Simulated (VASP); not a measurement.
Results of a VASP single-point calculation on CdF2 (strained fluorite)

POSCAR

```
Cd F
 1.0000000000000000
     0.0673544420249998    2.6941776810250002    2.6941776810256250
     2.6941776810250002    0.0673544420249998    2.6941776810256250
     2.7615321230999998    2.7615321230999998    0.0000000000512497
 Cd  F
   1   2
Cartesian
 -0.0000000000000000 -0.0000000000000000 -0.0000000000000000
  1.3807660615376416  1.3807660615376416  1.3318511468409264
  4.1422981846123585  4.1422981846123585  4.0565042152615733
```

```
gap between bands v and c : 3.07 eV
least direct gap          : 3.48 eV
largest force             : 0.03 eV/Å
```

Band v is the last that the valence electrons fill when counted band by band, and c is the next. Levels in eV from the top of v:

```tsv
point	v−1	v	c	c+1
Γ	-0.52	-0.41	3.07	12.25
X	-0.10	-0.09	8.01	9.63
K	-0.42	-0.13	7.88	10.69
L	-0.37	-0.33	7.07	9.06
W	-0.60	0.00	8.07	11.48
```

Question: Which of these levels of theory gave these results?
A. PBE with spin–orbit coupling
B. LDA
C. r²SCAN
D. HSE06
E. PBEsol
F. PBE
G. PBE0

Answer: F.

The INCAR was:

```
NBANDS = 20
ISIF = 2
NELM = 120
LWAVE = .FALSE.
EDIFF = 1E-7
LCHARG = .FALSE.
SIGMA = 0.02
NSW = 0
LASPH = .TRUE.
ISMEAR = -1
GGA = PE
ENCUT = 520
PREC = Accurate
LREAL = .FALSE.
IBRION = -1
```
